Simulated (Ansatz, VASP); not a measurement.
# Two plane-wave programs on MgO

```xyz
2
Lattice="0.0000 2.1351 2.1351 2.1351 0.0000 2.1351 2.1351 2.1351 0.0000" Properties=species:S:1:pos:R:3 pbc="T T T"
Mg    0.0000    0.0000    0.0000
O     2.1351    2.1351    2.1351
```

Alike in both runs: task single point; functional PBE; k mesh 14 × 14 × 14; occupations gaussian, width 0.05 eV; no spin polarisation.

|  | VASP | Ansatz |
| --- | --- | --- |
| version | VASP 6.6.1 | Ansatz 0.2.0 |
| potentials or method | VASP PAW PBE potentials, release 64 (Mg, O) | scalar-relativistic, plane waves, PAW |
| plane-wave cutoff (eV) | 520 | 420 |
| valence electrons in the cell | 8 | 16 |

|  | VASP | Ansatz | Ansatz less VASP |
| --- | --- | --- | --- |
| gap on the k mesh at the Fermi level (eV) | 4.34 | 4.35 | +0.017 |
| least direct gap on the mesh (eV) | 4.34 | 4.35 | +0.017 |
| pressure (GPa) | -2.4 | -1.7 | +0.74 |

The two sets of potentials don't hold the same shells in valence.

PBE gaps usually lie below the measured ones, often by a third to a half. A k mesh can miss the band edges.
